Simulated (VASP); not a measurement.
# TePb (Fm-3m) in VASP: a series of runs, part 2 of 2

VASP 6.6.1.

## Step 5: Relaxation of cell and atoms, PBE+D3(BJ)

Contents of INCAR:

```
PREC = Accurate
ENCUT = 600
EDIFF = 1E-6
ISMEAR = -1
SIGMA = 0.05
LREAL = False
LASPH = True
NELM = 100
ALGO = Fast
ISIF = 3
LWAVE = False
LCHARG = False
GGA = PE
IVDW = 12
IBRION = 2
NSW = 40
EDIFFG = -0.01
```

Contents of KPOINTS:

```
regular mesh
0
Gamma
  7 7 7
```

Contents of POSCAR:

```
TePb
1.0
    0.0000000000      3.2310000000      3.2310000000
    3.2310000000      0.0000000000      3.2310000000
    3.2310000000      3.2310000000      0.0000000000
Pb Te
1 1
Direct
    0.0000000000      0.0000000000      0.0000000000
    0.5000000000      0.5000000000      0.5000000000
```

Potentials or basis: VASP PAW PBE potentials, release 64 (Pb_d, Te).

On the command line:

```
$ cat potpaw_PBE.64/Pb_d/POTCAR potpaw_PBE.64/Te/POTCAR > POTCAR
$ mpirun -np 1 vasp_std > vasp.out
```

OUTCAR:

```text
PREC = Accurate
   ENCUT = 600
   EDIFF = 1E-6
   ISMEAR = -1
   LREAL = False
   LASPH = True
   NELM = 100
   ISIF = 3
   GGA = PE
   IVDW = 12
   IBRION = 2
   NSW = 40
   EDIFFG = -0.01
 IVDW          = 12

 ion  position               nearest neighbor table
   1  0.000  0.000  0.000-   2 3.23   2 3.23   2 3.23   2 3.23   2 3.23   2 3.23
   2  0.500  0.500  0.500-   1 3.23   1 3.23   1 3.23   1 3.23   1 3.23   1 3.23

  LATTYP: Found a face centered cubic cell.
 ALAT       =     6.4620000000

  Lattice vectors:

 A1 = (   0.0000000000,   3.2310000000,   3.2310000000)
 A2 = (   3.2310000000,   0.0000000000,   3.2310000000)
 A3 = (   3.2310000000,   3.2310000000,   0.0000000000)

Analysis of symmetry for initial positions (statically):
=====================================================================
 Subroutine PRICEL returns:
 Original cell was already a primitive cell.

 Routine SETGRP: Setting up the symmetry group for a
 face centered cubic supercell.

 Subroutine GETGRP returns: Found 48 space group operations
 (whereof 48 operations were pure point group operations)
 out of a pool of 48 trial point group operations.

The static configuration has the point symmetry O_h .

Analysis of symmetry for dynamics (positions and initial velocities):
=====================================================================
 Subroutine PRICEL returns:
 Original cell was already a primitive cell.

 Routine SETGRP: Setting up the symmetry group for a
 face centered cubic supercell.

 Subroutine GETGRP returns: Found 48 space group operations
 (whereof 48 operations were pure point group operations)
 out of a pool of 48 trial point group operations.

The dynamic configuration has the point symmetry O_h .

 Subroutine INISYM returns: Found 48 space group operations
 (whereof 48 operations are pure point group operations),
 and found     1 'primitive' translations

----------------------------------------------------------------------------------------

                                     Primitive cell

  volume of cell :      67.4592

  direct lattice vectors                    reciprocal lattice vectors
     0.000000000  3.231000000  3.231000000    -0.154750851  0.154750851  0.154750851
     3.231000000  0.000000000  3.231000000     0.154750851 -0.154750851  0.154750851
     3.231000000  3.231000000  0.000000000     0.154750851  0.154750851 -0.154750851

  length of vectors
     4.569324020  4.569324020  4.569324020     0.268036337  0.268036337  0.268036337

  position of ions in fractional coordinates (direct lattice)
     0.000000000  0.000000000  0.000000000
     0.500000000  0.500000000  0.500000000

  ion indices of the primitive-cell ions
   primitive index   ion index
                 1           1
                 2           2

----------------------------------------------------------------------------------------

 KPOINTS: regular mesh

Automatic generation of k-mesh.
 Grid dimensions read from file:
 generate k-points for:    7    7    7

 Generating k-lattice:

  Cartesian coordinates                     Fractional coordinates (reciprocal lattice)
    -0.022107264  0.022107264  0.022107264     0.142857143  0.000000000  0.000000000
     0.022107264 -0.022107264  0.022107264     0.000000000  0.142857143  0.000000000
     0.022107264  0.022107264 -0.022107264     0.000000000  0.000000000  0.142857143

  Length of vectors
     0.038290905  0.038290905  0.038290905

  Shift w.r.t. Gamma in fractional coordinates (k-lattice)
     0.000000000  0.000000000  0.000000000

 Subroutine IBZKPT returns following result:
 ===========================================

 Found     20 irreducible k-points:

 Following reciprocal coordinates:
            Coordinates               Weight
  0.000000  0.000000  0.000000      1.000000
  0.142857  0.000000  0.000000      8.000000
  0.285714  0.000000  0.000000      8.000000
  0.428571  0.000000  0.000000      8.000000
  0.142857  0.142857  0.000000      6.000000
  0.285714  0.142857  0.000000     24.000000
[... 12 lines left out ...]
 -0.428571  0.428571  0.142857     24.000000
 -0.285714  0.428571  0.142857     24.000000
   k-points           NKPTS =     20   k-points in BZ     NKDIM =     20   number of bands    NBANDS=     14
   number of dos      NEDOS =    301   number of ions     NIONS =      2
   total plane-waves  NPLWV =  64000
   dimension x,y,z NGX =    40 NGY =   40 NGZ =   40
   dimension x,y,z NGXF=    80 NGYF=   80 NGZF=   80
   ions per type =               1   1
   NGX,Y,Z   is equivalent  to a cutoff of  14.55, 14.55, 14.55 a.u.
   NGXF,Y,Z  is equivalent  to a cutoff of  29.11, 29.11, 29.11 a.u.
 SYSTEM =  unknown system
   PREC   = accura    normal or accurate (medium, high low for compatibility)
   ISTART =      0    job   : 0-new  1-cont  2-samecut
   ICHARG =      2    charge: 1-file 2-atom 10-const
   ISPIN  =      1    spin polarized calculation?
   LNONCOLLINEAR =      F non collinear calculations
   LSORBIT =      F    spin-orbit coupling
   LASPH  =      T    aspherical Exc in radial PAW
   ENCUT  =  600.0 eV  44.10 Ry    6.64 a.u.   9.13  9.13  9.13*2*pi/ulx,y,z
   NELM   =    100;   NELMIN=  2; NELMDL= -5     # of ELM steps
   EDIFF  = 0.1E-05   stopping-criterion for ELM
   LREAL  =      F    real-space projection
   EDIFFG = -.1E-01   stopping-criterion for IOM
   NSW    =     40    number of steps for IOM
   IBRION =      2    ionic relax: 0-MD 1-quasi-New 2-CG
   NFREE  =      1    steps in history (QN), initial steepest desc. (CG)
   ISIF   =      3    stress and relaxation
   ISYM   =      2    0-nonsym 1-usesym 2-fastsym
   POTIM  = 0.5000    time-step for ionic-motion
   TEBEG  =    0.0;   TEEND  =   0.0 temperature during run
   PSTRESS=    0.0 pullay stress
   NELECT =      20.0000    total number of electrons
   NUPDOWN=      -1.0000    fix difference up-down
   EMIN   =  10.00;   EMAX   =-10.00  energy-range for DOS
   EFERMI =   0.00;   METHOD = LEGACY
   ISMEAR =    -1;   SIGMA  =   0.05  broadening in eV -4-tet -1-fermi 0-gaus
   EFERMI_NEDOS =   21; number of points for ismear=-14 and -15
   IALGO  =     68    algorithm
   IMIX   =      4    mixing-type and parameters
     AMIX     =   0.40;   BMIX     =  1.00
     AMIX_MAG =   1.60;   BMIX_MAG =  1.00
  volume/ion in A,a.u.               =      33.73       227.62
  Fermi-wavevector in a.u.,A,eV,Ry     =   1.091619  2.062861 16.213147  1.191633
  Thomas-Fermi vector in A             =   2.227868
   LORBIT       =      0    0 simple, 1 ext, 2 COOP (PROOUT), +10 PAW based schemes
   GGA     = PE    functional components
   LHFCALC =     F    Hartree Fock is set to
   AEXX    =    0.0000 exact exchange contribution
   IVDW    =    12    specifies the selected vdW correction
   LEPSILON=     F    determine dielectric tensor
   LRPA    =     F    only Hartree local field effects (RPA)
 conjugate gradient relaxation of ions
 non-spin polarized calculation
 RMM-DIIS sequential band-by-band and
  energy-cutoff  :      600.00
  volume of cell :       67.46
 maximum number of plane-waves:      2259
 NGX is ok and might be reduce to    40
   NGX = 19   NGY = 19   NGZ = 19

--------------------------------------- Ionic step        1  -------------------------------------------

 number of electron      19.9999998 magnetization

 Free energy of the ion-electron system (eV)
  ---------------------------------------------------
  ext. energy  EPLUGINS =         0.00000000
  ---------------------------------------------------
  free energy    TOTEN  =        -7.50263046 eV

  energy without entropy =       -7.50262799  energy(sigma->0) =       -7.50262922

------------------------ aborting loop because EDIFF is reached ----------------------------------------

 Edisp (eV)   -0.80467

 E8    (eV) :    -0.3899

  FORCE on cell =-STRESS in cart. coord.  units (eV):
  Direction    XX          YY          ZZ          XY          YZ          ZX
  --------------------------------------------------------------------------------------
  -------------------------------------------------------------------------------------
  Total       0.02152     0.02152     0.02152     0.00000     0.00000    -0.00000
  in kB       0.51122     0.51122     0.51122     0.00000     0.00000    -0.00000
  external pressure =        0.51 kB  Pullay stress =        0.00 kB
[... 101 lines left out ...]
  energy  without entropy=       -8.3072483577  energy(sigma->0) =       -8.30724951

--------------------------------------- Ionic step        4  -------------------------------------------

 number of electron      19.9999998 magnetization

 Free energy of the ion-electron system (eV)
  ---------------------------------------------------
  ext. energy  EPLUGINS =         0.00000000
  ---------------------------------------------------
  free energy    TOTEN  =        -7.50499696 eV

  energy without entropy =       -7.50499457  energy(sigma->0) =       -7.50499577

 E-fermi :   5.9991     XC(G=0):  -9.2883

 val. band max:        5.4848214563   @ k =   0.4286   0.0000   0.0000
 cond. band min:       6.5000903799   @ k =   0.4286   0.0000   0.0000
 fundamental gap:      1.0152689236
 Fermi energy:         5.9991334807

 k-point     1 :       0.0000    0.0000    0.0000
  band No.  band energies     occupation
      1     -11.1283      2.00000
      2     -11.1283      2.00000
      3     -11.1192      2.00000
      4     -11.1192      2.00000
      5     -11.1192      2.00000
      6      -6.4079      2.00000
      7      -0.0134      2.00000
      8       4.2515      2.00000
      9       4.2515      2.00000
     10       4.2515      2.00000
     11       9.6639      0.00000
     12       9.6639      0.00000
     13       9.6639      0.00000
     14      11.3910      0.00000
[... 354 lines left out ...]
  FREE ENERGIE OF THE ION-ELECTRON SYSTEM (eV)
  ---------------------------------------------------
  free  energy   TOTEN  =        -8.3073616161 eV

  energy  without entropy=       -8.3073592241  energy(sigma->0) =       -8.30736042

 reached required accuracy - stopping structural energy minimisation
```

Wall time 67 s (1 thread of Intel Xeon Platinum 8375C at 2.90GHz (Ice Lake), shared host); peak memory 0.26 GiB.

Results:

| Property | Result |
| --- | --- |
| Free energy | -8.3074 eV |
| Relaxed volume | 33.82 Å³/atom |
| Relaxed cell | a = 4.574 Å, b = 4.574 Å, c = 4.574 Å, α = 60.00°, β = 60.00°, γ = 60.00° |
| Space group after relaxing (to 0.05 Å) | Fm-3m (No. 225) |
| Energy gained by relaxing | 0.0 meV/atom |
| Ionic steps | 4 |
| Pressure after relaxing | 0.0 GPa |
| Dispersion energy per atom | -0.401 eV |

Final structure:
```
CELL_PARAMETERS angstrom
0.00000 3.23398 3.23398
3.23398 0.00000 3.23398
3.23398 3.23398 0.00000
ATOMIC_POSITIONS crystal
Pb 0.00000 0.00000 0.00000
Te 0.50000 0.50000 0.50000
```

Levels at points of the mesh, in eV from the Fermi level:
```csv
k point,band 7,band 8,band 9,band 10,band 11,band 12,band 13,band 14
"(0.00, 0.00, 0.00)",-6.01,-1.75,-1.75,-1.75,3.66,3.66,3.66,5.39
```

Caveat: this odd mesh misses L, where the gap lies, so gap, dielectric constants and Born charges aren't listed. The run has no spin-orbit coupling, so splittings on Pb, Te are missing.

## Step 6: Relaxation of cell and atoms, PBE+D4

Contents of INCAR:

```
  PREC = Accurate
  ENCUT = 600
  EDIFF = 1E-7
  ISMEAR = -1
  SIGMA = 0.05
  LREAL = F
  LASPH = T
  NELM = 80
  ALGO = Normal
  ISIF = 3
  LWAVE = F
  LCHARG = F
  GGA = PE
  IVDW = 13
  IBRION = 2
  NSW = 40
  EDIFFG = -0.01
```

KPOINTS is that of step 5.

POSCAR is that of step 5.

Potentials or basis: VASP PAW PBE potentials, release 64 (Pb_d, Te).

On the command line:

```
$ cat potpaw_PBE.64/Pb_d/POTCAR potpaw_PBE.64/Te/POTCAR > POTCAR
$ mpirun -np 1 vasp_std > vasp.out
```

Wall time 43 s (1 thread of Intel Xeon Platinum 8375C at 2.90GHz (Ice Lake), shared host); peak memory 0.24 GiB.

Results (log left out):

- Free energy: -8.3785 eV
- Relaxed volume: 33.88 Å³/atom
- Relaxed cell: a = 4.576 Å, b = 4.576 Å, c = 4.576 Å, α = 60.00°, β = 60.00°, γ = 60.00°
- Space group after relaxing (to 0.05 Å): Fm-3m (No. 225)
- Energy gained by relaxing: 0.0 meV/atom
- Ionic steps: 2
- Pressure after relaxing: 0.0 GPa
- Dispersion energy per atom: -0.436 eV

Final structure:
```xyz
2
Lattice="0.0000 3.2359 3.2359 3.2359 0.0000 3.2359 3.2359 3.2359 0.0000" Properties=species:S:1:pos:R:3 pbc="T T T"
Pb    6.4719    6.4719    6.4719
Te    3.2359    3.2359    3.2359
```

Levels at points of the mesh, in eV from the Fermi level:
| k point | band 6 | band 7 | band 8 | band 9 | band 10 | band 11 | band 12 | band 13 | band 14 |
| --- | --- | --- | --- | --- | --- | --- | --- | --- | --- |
| (0.00, 0.00, 0.00) | -12.39 | -6.02 | -1.74 | -1.74 | -1.74 | 3.66 | 3.66 | 3.66 | 5.39 |

Caveat: this odd mesh misses L, where the gap lies, so gap, dielectric constants and Born charges aren't listed. Zero-point motion and thermal expansion aren't in these numbers.

## Step 7: Overview

```csv
task,level,spin,cell,k mesh,cutoff (eV),smearing,grid for exact exchange (PRECFOCK),exchange at q = 0,mesh quality,pressure (GPa),relaxed volume (Å³/atom)
single point,PBE0,"SOC, no magnetisation",as given,3 × 3 × 3,520,fermi-dirac 0.05 eV,Fast,truncated,coarse,0.6,-
single point,PBE,off,as given,7 × 7 × 7,520,gaussian 0.028 eV,-,-,not flagged,2.1,-
relaxation of cell and atoms,PBE+D3,off,relaxed,7 × 7 × 7,600,fermi-dirac 0.05 eV,-,-,not flagged,0.0,34.55
relaxation of cell and atoms,PBE+D3(BJ),off,relaxed,7 × 7 × 7,600,fermi-dirac 0.05 eV,-,-,not flagged,0.0,33.82
relaxation of cell and atoms,PBE+D4,off,relaxed,7 × 7 × 7,600,fermi-dirac 0.05 eV,-,-,not flagged,0.0,33.88
```

Alike in all rows: potentials or basis VASP PAW PBE potentials, release 64 (Pb_d, Te).

Caveats: some runs use coarse meshes; the PAW data sets were made with another functional, which shifts forces and pressure a little (some runs).

Absolute energies hang on the potentials; compare differences alone.
